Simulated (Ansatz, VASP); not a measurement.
One calculation of CdS, two programs

```
CELL_PARAMETERS angstrom
0.00000 2.77148 2.77148
2.77148 0.00000 2.77148
2.77148 2.77148 0.00000
ATOMIC_POSITIONS crystal
Cd 0.00000 0.00000 0.00000
S 0.50000 0.50000 0.50000
```

Change from the starting cell: volume scaled by 1.02.

Alike in both runs: task single point; functional PBE; k mesh 8 × 8 × 8; occupations fermi-dirac, width 0.05 eV; no spin polarisation.

|  | VASP | Ansatz |
| --- | --- | --- |
| version | VASP 6.6.1 | Ansatz 0.2.0 |
| potentials or method | VASP PAW PBE potentials, release 64 (Cd, S), cutoff 520 eV | all-electron LAPW, scalar-relativistic |

Ansatz gave:

* gap on the k mesh at the Fermi level (eV): 0.26
* least direct gap on the mesh (eV): 1.43
* pressure (GPa): -1.8

Task: Which values does VASP return?

Result: gap on the k mesh at the Fermi level (eV): 0.26; least direct gap on the mesh (eV): 1.41; pressure (GPa): -1.4.

Ansatz ran all-electron here, so the differences hold the error of VASP's frozen core and of both bases.

A k mesh can miss the band edges.
